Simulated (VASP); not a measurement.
A run of VASP 6.6.1:

The input INCAR:

```
ALGO     = Fast           # electronic algorithm
EDIFF    = 1E-7           # SCF threshold, eV
EDIFFG   = -0.005         # ionic threshold
ENCUT    = 600            # plane-wave cutoff, eV
GGA      = CA             # functional
IBRION   = 2              # ionic algorithm
ISIF     = 3              # what is computed and relaxed
ISMEAR   = 0              # smearing method
LASPH    = T              # aspherical terms in the spheres
LCHARG   = F              # write CHGCAR
LREAL    = F              # projectors in reciprocal space
LWAVE    = F              # write WAVECAR
NELM     = 60             # most SCF steps
NSW      = 90             # ionic steps
PREC     = Accurate       # precision mode
SIGMA    = 0.1            # smearing width, eV
```

Contents of KPOINTS:

```
k-points
0
Gamma
  16 16 16
```

Contents of POSCAR:

```
TaC
1.0
    0.0000000000      2.2338976900      2.2338976900
    2.2338976900      0.0000000000      2.2338976900
    2.2338976900      2.2338976900      0.0000000000
Ta C
1 1
Direct
    0.0000000000      0.0000000000      0.0000000000
    0.5000000000      0.5000000000      0.5000000000
```

Potentials or basis: VASP PAW LDA potentials, release 64 (Ta_pv, C).

Run with:

```bash
$ cat potpaw_LDA.64/Ta_pv/POTCAR potpaw_LDA.64/C/POTCAR > POTCAR
$ mpirun -np 1 vasp_std > vasp.out
```

Hardware: 1 thread of AMD EPYC 9R45 96-Core Processor (Zen 5) (shared host).

**Question.** How long does it take, and how much memory?

**Answer.** It took 91 s on 1 thread of AMD EPYC 9R45 96-Core Processor (Zen 5), on a shared host, peak memory 0.17 GiB. Counts: scf iterations 44, k points 145, ion steps 4.
